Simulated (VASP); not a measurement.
A run of VASP 6.6.1 is set up as follows.

Contents of INCAR:

```
SYSTEM = S
  ALGO = Normal
  EDIFF = 1E-6
  ENCUT = 500
  GGA = RP
  ISIF = 2
  ISMEAR = 0
  LASPH = .True.
  LCHARG = .True.
  LELF = .True.
  LREAL = .False.
  LVHAR = .True.
  LWAVE = .False.
  NELM = 60
  PREC = Accurate
  SIGMA = 0.05
```

The input KPOINTS:

```
k-points
0
Gamma
  7 7 7
  0 0 0
```

File POSCAR:

```
S
1.0
    5.4090000000      3.1228876060      1.4266666667
   -5.4090000000      3.1228876060      1.4266666667
    0.0000000000     -6.2457752121      1.4266666667
S
6
Direct
    0.8517000000      0.0827000000      0.7491000000
    0.0827000000      0.7491000000      0.8517000000
    0.7491000000      0.8517000000      0.0827000000
    0.1483000000      0.9173000000      0.2509000000
    0.9173000000      0.2509000000      0.1483000000
    0.2509000000      0.1483000000      0.9173000000
```

Potentials or basis: VASP PAW PBE potentials, release 64 (S).

Command:

```sh
$ cat potpaw_PBE.64/S/POTCAR > POTCAR
$ mpirun -np 1 vasp_std > vasp.out
```

Problem. What does it give for the pressure?

Solution. 4.1 GPa.

Problem. Estimate the band gap on the k mesh.

Solution. 2.28 eV, indirect (least direct gap 2.35 eV).

Problem. What does it give for the largest force?

Solution. 0.286 eV/Å.

Stress tensor (GPa, compression positive):
```
4.52 0.00 0.00
0.00 4.52 0.00
0.00 0.00 3.36
```

Caveat: the PAW data sets were made with another functional, which shifts forces and pressure a little; an odd mesh through Γ misses points on the zone boundary, where band edges often lie.
